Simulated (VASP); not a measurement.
# CdTe (zincblende): one PBE with spin–orbit coupling single-point calculation in two programs

```yaml
crystal:
  lattice:
    - [0.00000, 3.27996, 3.27996]
    - [3.27996, 0.00000, 3.27996]
    - [3.27996, 3.27996, 0.00000]
  atoms:
    - { symbol: Cd, position: [0.00000, 0.00000, 0.00000] }
    - { symbol: Te, position: [0.25000, 0.25000, 0.25000] }
```

Datasets and cutoffs are each program's own. VASP's cell holds 18 valence electrons and Ansatz's 36.

Cutoffs: 520 eV in VASP, 420 eV in Ansatz. k meshes: 6×6×6 and 6×6×6.

```
                              VASP   Ansatz
gap between bands v and c  0.39 eV  0.39 eV
         least direct gap  0.39 eV  0.39 eV
```

Band v is the last that the valence electrons fill when counted band by band, and c is the next. Levels in eV from the top of v, Ansatz:

```json
{"point": "Γ", "v−2": "0.00", "v": "0.00", "c": "0.39", "c+2": "4.13"}
{"point": "X", "v−2": "-2.20", "v": "-1.85", "c": "2.41", "c+2": "2.42"}
{"point": "W", "v−2": "-2.29", "v": "-2.25", "c": "3.63", "c+2": "4.41"}
{"point": "K", "v−2": "-2.55", "v": "-1.68", "c": "2.62", "c+2": "4.10"}
{"point": "L", "v−2": "-1.27", "v": "-0.75", "c": "1.51", "c+2": "4.86"}
```

VASP:

```tsv
point	v−2	v	c	c+2
Γ	0.00	0.00	0.39	4.13
X	-2.19	-1.85	2.40	2.41
W	-2.30	-2.25	3.65	4.41
K	-2.55	-1.68	2.61	4.11
L	-1.25	-0.75	1.51	4.86
```
